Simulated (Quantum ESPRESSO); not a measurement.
Runs of Quantum ESPRESSO 7.5 on TiAl3. Symmetry: I4/mmm, No. 139, tetragonal system. Conventional cell: a = 3.822 Å, b = 3.822 Å, c = 8.561 Å, α = 90.00°, β = 90.00°, γ = 90.00°. Ti (site symmetry 4/mmm) is surrounded by 12 Al at 2.70 to 2.87 Å. Around Al (site symmetry -4m2) lie 8 Al at 2.70 to 2.87 Å and 4 Ti at 2.87 Å. Al (site symmetry 4/mmm) has 4 Ti at 2.70 Å and 8 Al at 2.87 Å as nearest neighbours. The cell comes from a database or a generator and needn't be the stable form of this composition.

| task | level | potentials or basis | cell | form of the LDA correlation | gap on the mesh (eV) | pressure (GPa) | V0 of scaled cells (Å³/atom) | B0 (GPa) |
| --- | --- | --- | --- | --- | --- | --- | --- | --- |
| single point | PBEsol | GBRV 1.5 PBEsol | atoms moved at random, drawn with an rms of 0.05 Å | - | none | -0.5 | - | - |
| single point | PBEsol | GBRV 1.5 PBEsol | as given | - | none | -0.7 | - | - |
| equation of state | LDA | GBRV 1.5 LDA | as given | PZ81 | - | - | 15.13 | 117 |
| band structure | PBEsol | GBRV 1.5 PBEsol | as given | - | none | -0.7 | - | - |
| equation of state | PBEsol | GBRV 1.5 PBEsol | as given | - | - | - | (a) | 112 |

Alike in all rows: no spin polarisation; k mesh 10 × 10 × 10; cutoff (eV) 612; smearing fermi-dirac 0.05 eV.

**Question.** Estimate the missing entries.

**Answer.** (a) 15.54.

Caveats: the cell was scaled at fixed shape and fractional positions, which overstates the stiffness of a crystal with free parameters, most of all of layers and chains (some runs).

A gap of «none» marks a metal or a gap under the smearing width.

Runs at the PBE level aren't shown here.
